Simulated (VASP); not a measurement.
# Ga (I4/mmm) in VASP: further runs, part 2 of 2

VASP 6.6.1. The steps go on from the part before.

### Step 4. Single point, PBE

INCAR

```
ADDGRID = False
ALGO = Normal
EDIFF = 1E-7
ENCUT = 450
GGA = PE
ISIF = 2
ISMEAR = -5
LASPH = True
LCHARG = False
LREAL = False
LWAVE = False
NELM = 100
PREC = Accurate
SIGMA = 0.15
```

KPOINTS

```
k-points
0
Gamma
  14 14 14
```

POSCAR

```
Ga
1.0
   -1.3843987196      1.3843987196      2.3112238365
    1.3843987196     -1.3843987196      2.3112238365
    1.3843987196      1.3843987196     -2.3112238365
Ga
1
Direct
    0.0000000000      0.0000000000      0.0000000000
```

Potentials or basis: VASP PAW PBE potentials, release 64 (Ga_d).

Launch:

```console
cat potpaw_PBE.64/Ga_d/POTCAR > POTCAR
mpirun -np 1 vasp_std > vasp.out
```

OUTCAR:

```text
EDIFF = 1E-7
   ENCUT = 450
   GGA = PE
   ISIF = 2
   ISMEAR = -5
   LASPH = True
   LREAL = False
   NELM = 100
   PREC = Accurate

 Found    244 irreducible k-points:

 Following reciprocal coordinates:
            Coordinates               Weight
  0.000000  0.000000  0.000000      1.000000
  0.071429  0.000000 -0.000000      8.000000
  0.142857 -0.000000  0.000000      8.000000
  0.214286  0.000000 -0.000000      8.000000
  0.285714  0.000000  0.000000      8.000000
  0.357143  0.000000 -0.000000      8.000000
   k-points           NKPTS =    244   k-points in BZ     NKDIM =    244   number of bands    NBANDS=     10
   number of dos      NEDOS =    301   number of ions     NIONS =      1
   total plane-waves  NPLWV =  13824
   dimension x,y,z NGX =    24 NGY =   24 NGZ =   24
   dimension x,y,z NGXF=    48 NGYF=   48 NGZF=   48
   ions per type =               1
   NGX,Y,Z   is equivalent  to a cutoff of  13.17, 13.17, 13.17 a.u.
   NGXF,Y,Z  is equivalent  to a cutoff of  26.34, 26.34, 26.34 a.u.
 SYSTEM =  unknown system
   PREC   = accura    normal or accurate (medium, high low for compatibility)
   ISTART =      0    job   : 0-new  1-cont  2-samecut
   ICHARG =      2    charge: 1-file 2-atom 10-const
   ISPIN  =      1    spin polarized calculation?
   LNONCOLLINEAR =      F non collinear calculations
   LSORBIT =      F    spin-orbit coupling
   LASPH  =      T    aspherical Exc in radial PAW
[... 64 lines left out ...]
      4      -8.7548      2.00000
      5      -8.5895      2.00000
      6      -5.3835      2.00000
      7      18.8473      0.00000
      8      19.1579      0.00000
      9      19.1579      0.00000
     10      22.5317      0.00000
[... 53 lines left out ...]
 k-point     6 :       0.3571    0.0000   -0.0000
  band No.  band energies     occupation
      1      -8.9021      2.00000
      2      -8.8822      2.00000
      3      -8.7238      2.00000
      4      -8.6066      2.00000
      5      -8.5936      2.00000
      6      -1.8452      2.00000
      7       6.0848      1.01995
      8      14.6429      0.00000
      9      18.4787      0.00000
     10      18.5342      0.00000

 [... further k-points ...]

------------------------ aborting loop because EDIFF is reached ----------------------------------------

  FORCE on cell =-STRESS in cart. coord.  units (eV):
  Direction    XX          YY          ZZ          XY          YZ          ZX
  --------------------------------------------------------------------------------------
  -------------------------------------------------------------------------------------
  Total        0.5153595      0.5153595      0.2921470      0.0000000      0.0000000      0.0000000
  in kB       46.6011331     46.6011331     26.4172474      0.0000000      0.0000000      0.0000000
  external PRESSURE =      39.8731712 kB  Pullay stress =       0.0000000 kB

 VOLUME and BASIS-vectors are now :
 -----------------------------------------------------------------------------
  energy-cutoff  :      450.00
  volume of cell :       17.72
      direct lattice vectors                 reciprocal lattice vectors
    -1.384398720  1.384398720  2.311223836     0.000000000  0.361167627  0.216335602
     1.384398720 -1.384398720  2.311223836     0.361167627  0.000000000  0.216335602
     1.384398720  1.384398720 -2.311223836     0.361167627  0.361167627  0.000000000

 POSITION                                       TOTAL-FORCE (eV/Angst)
 -----------------------------------------------------------------------------------
      0.00000      0.00000      0.00000         0.000000      0.000000      0.000000
 -----------------------------------------------------------------------------------
    total drift:                               -0.000000      0.000000     -0.000000

  FREE ENERGIE OF THE ION-ELECTRON SYSTEM (eV)
  ---------------------------------------------------
  free  energy   TOTEN  =        -2.8705078908 eV

  energy  without entropy=       -2.8705078908  energy(sigma->0) =       -2.87050789
```

OSZICAR:

```text
N       E                     dE             d eps       ncg     rms          rms(c)
DAV:   1     0.317636285739E+02    0.31764E+02   -0.65792E+03  5098   0.214E+03
DAV:   2    -0.190321835827E+01   -0.33667E+02   -0.33044E+02  4980   0.219E+02
DAV:   3    -0.289355670424E+01   -0.99034E+00   -0.98835E+00  5650   0.382E+01
DAV:   4    -0.290130055980E+01   -0.77439E-02   -0.77579E-02  5584   0.345E+00
DAV:   5    -0.290140597552E+01   -0.10542E-03   -0.10607E-03  5754   0.357E-01    0.924E-01
DAV:   6    -0.287705281965E+01    0.24353E-01   -0.48572E-02  5672   0.487E+00    0.466E-01
DAV:   7    -0.287115344891E+01    0.58994E-02   -0.92134E-03  6812   0.181E+00    0.125E-01
DAV:   8    -0.287050530932E+01    0.64814E-03   -0.78635E-04  6020   0.583E-01    0.958E-03
DAV:   9    -0.287050772357E+01   -0.24143E-05   -0.98742E-06  6156   0.494E-02    0.338E-03
DAV:  10    -0.287050794867E+01   -0.22510E-06   -0.25786E-07  5330   0.798E-03    0.324E-04
DAV:  11    -0.287050789081E+01    0.57862E-07   -0.91060E-09  3192   0.196E-03
   1 F= -.28705079E+01 E0= -.28705079E+01  d E =0.000000E+00
```

It took 12 s on 1 thread of Intel Xeon 6975P-C (Granite Rapids), shared host; peak memory 0.17 GiB.

The run converged, but some of its settings lie outside the range that counts as converged, so its numbers aren't taken as properties of the crystal.

What came out:

```yaml
Free_energy: -2.8705 eV
Pressure: 4.0 GPa
Band_gap_on_the_k_mesh: none (metal or under the smearing width)
```

Caveat: tetrahedron occupations give inexact forces and stress in metals.

### Step 5. Single point, PBE

Edit INCAR of step 4 so:

```diff
@@ -6,3 +6,3 @@
 ISIF = 2
-ISMEAR = -5
+ISMEAR = 0
 LASPH = True
```

KPOINTS is that of step 4.

POSCAR is that of step 4.

Potentials or basis: VASP PAW PBE potentials, release 64 (Ga_d).

Launch:

```console
cat potpaw_PBE.64/Ga_d/POTCAR > POTCAR
mpirun -np 1 vasp_std > vasp.out
```

OUTCAR:

```text
EDIFF = 1E-7
   ENCUT = 450
   GGA = PE
   ISIF = 2
   ISMEAR = 0
   LASPH = True
   LREAL = False
   NELM = 100
   PREC = Accurate

 Found    244 irreducible k-points:

 Following reciprocal coordinates:
            Coordinates               Weight
  0.000000  0.000000  0.000000      1.000000
  0.071429  0.000000 -0.000000      8.000000
  0.142857 -0.000000  0.000000      8.000000
  0.214286  0.000000 -0.000000      8.000000
  0.285714  0.000000  0.000000      8.000000
  0.357143  0.000000 -0.000000      8.000000
[... 155 lines left out ...]
------------------------ aborting loop because EDIFF is reached ----------------------------------------

  FORCE on cell =-STRESS in cart. coord.  units (eV):
  Direction    XX          YY          ZZ          XY          YZ          ZX
  --------------------------------------------------------------------------------------
  -------------------------------------------------------------------------------------
  Total        0.4286850      0.4286850      0.3660241      0.0000000     -0.0000000      0.0000000
  in kB       38.7636366     38.7636366     33.0975528      0.0000000     -0.0000000      0.0000000
  external PRESSURE =      36.8749420 kB  Pullay stress =       0.0000000 kB

 VOLUME and BASIS-vectors are now :
 -----------------------------------------------------------------------------
  energy-cutoff  :      450.00
  volume of cell :       17.72
      direct lattice vectors                 reciprocal lattice vectors
    -1.384398720  1.384398720  2.311223836     0.000000000  0.361167627  0.216335602
     1.384398720 -1.384398720  2.311223836     0.361167627  0.000000000  0.216335602
     1.384398720  1.384398720 -2.311223836     0.361167627  0.361167627  0.000000000

 POSITION                                       TOTAL-FORCE (eV/Angst)
 -----------------------------------------------------------------------------------
      0.00000      0.00000      0.00000         0.000000      0.000000      0.000000
 -----------------------------------------------------------------------------------
    total drift:                                0.000000      0.000000      0.000000

  FREE ENERGIE OF THE ION-ELECTRON SYSTEM (eV)
  ---------------------------------------------------
  free  energy   TOTEN  =        -2.8724041542 eV

  energy  without entropy=       -2.8682007170  energy(sigma->0) =       -2.87030244
```

Run time: 11 s. Hardware: 1 thread of Intel Xeon 6975P-C (Granite Rapids), shared host; peak memory 0.16 GiB.

The run converged, but some of its settings lie outside the range that counts as converged, so its numbers aren't taken as properties of the crystal.

Results:

```
Free energy            : -2.8724 eV
Pressure               : 3.7 GPa
Band gap on the k mesh : none (metal or under the smearing width)
```

### Step 6. Single point, PBE

Edit INCAR of step 5 so:

```diff
@@ -6,3 +6,3 @@
 ISIF = 2
-ISMEAR = 0
+ISMEAR = -1
 LASPH = True
```

KPOINTS is that of step 5.

POSCAR is that of step 5.

Potentials or basis: VASP PAW PBE potentials, release 64 (Ga_d).

Launch:

```console
cat potpaw_PBE.64/Ga_d/POTCAR > POTCAR
mpirun -np 1 vasp_std > vasp.out
```

OUTCAR:

```text
EDIFF = 1E-7
   ENCUT = 450
   GGA = PE
   ISIF = 2
   ISMEAR = -1
   LASPH = True
   LREAL = False
   NELM = 100
   PREC = Accurate

 Found    244 irreducible k-points:

 Following reciprocal coordinates:
            Coordinates               Weight
  0.000000  0.000000  0.000000      1.000000
  0.071429  0.000000 -0.000000      8.000000
  0.142857 -0.000000  0.000000      8.000000
  0.214286  0.000000 -0.000000      8.000000
  0.285714  0.000000  0.000000      8.000000
  0.357143  0.000000 -0.000000      8.000000
[... 153 lines left out ...]

------------------------ aborting loop because EDIFF is reached ----------------------------------------

  FORCE on cell =-STRESS in cart. coord.  units (eV):
  Direction    XX          YY          ZZ          XY          YZ          ZX
  --------------------------------------------------------------------------------------
  -------------------------------------------------------------------------------------
  Total        0.4603896      0.4603896      0.3402189      0.0000000     -0.0000000      0.0000000
  in kB       41.6305065     41.6305065     30.7641321      0.0000000     -0.0000000      0.0000000
  external PRESSURE =      38.0083817 kB  Pullay stress =       0.0000000 kB

 VOLUME and BASIS-vectors are now :
 -----------------------------------------------------------------------------
  energy-cutoff  :      450.00
  volume of cell :       17.72
      direct lattice vectors                 reciprocal lattice vectors
    -1.384398720  1.384398720  2.311223836     0.000000000  0.361167627  0.216335602
     1.384398720 -1.384398720  2.311223836     0.361167627  0.000000000  0.216335602
     1.384398720  1.384398720 -2.311223836     0.361167627  0.361167627  0.000000000

 POSITION                                       TOTAL-FORCE (eV/Angst)
 -----------------------------------------------------------------------------------
      0.00000      0.00000      0.00000         0.000000     -0.000000      0.000000
 -----------------------------------------------------------------------------------
    total drift:                                0.000000      0.000000     -0.000000

  FREE ENERGIE OF THE ION-ELECTRON SYSTEM (eV)
  ---------------------------------------------------
  free  energy   TOTEN  =        -2.8842449936 eV

  energy  without entropy=       -2.8560550844  energy(sigma->0) =       -2.87015004
```

OSZICAR:

```text
N       E                     dE             d eps       ncg     rms          rms(c)
DAV:   1     0.317450620700E+02    0.31745E+02   -0.65792E+03  5098   0.214E+03
DAV:   2    -0.191546562814E+01   -0.33661E+02   -0.33001E+02  4980   0.219E+02
DAV:   3    -0.290717254294E+01   -0.99171E+00   -0.98867E+00  5650   0.382E+01
DAV:   4    -0.291495812033E+01   -0.77856E-02   -0.77832E-02  5584   0.346E+00
DAV:   5    -0.291506362856E+01   -0.10551E-03   -0.10550E-03  5754   0.357E-01    0.927E-01
DAV:   6    -0.289055619953E+01    0.24507E-01   -0.49046E-02  5674   0.490E+00    0.469E-01
DAV:   7    -0.288487781698E+01    0.56784E-02   -0.93372E-03  6872   0.182E+00    0.126E-01
DAV:   8    -0.288424060560E+01    0.63721E-03   -0.78747E-04  5980   0.582E-01    0.954E-03
DAV:   9    -0.288424450361E+01   -0.38980E-05   -0.96713E-06  6262   0.495E-02    0.344E-03
DAV:  10    -0.288424507383E+01   -0.57022E-06   -0.25656E-07  5328   0.786E-03    0.334E-04
DAV:  11    -0.288424499365E+01    0.80179E-07   -0.77906E-09  3196   0.179E-03
   1 F= -.28842450E+01 E0= -.28701500E+01  d E =-.281899E-01
```

It took 11 s on 1 thread of Intel Xeon 6975P-C (Granite Rapids), shared host; peak memory 0.16 GiB.

These settings aren't checked as converged: the numbers below hold their error.

What came out:

| Quantity | Value |
| --- | --- |
| Free energy | -2.8842 eV |
| Pressure | 3.8 GPa |
| Band gap on the k mesh | none (metal or under the smearing width) |
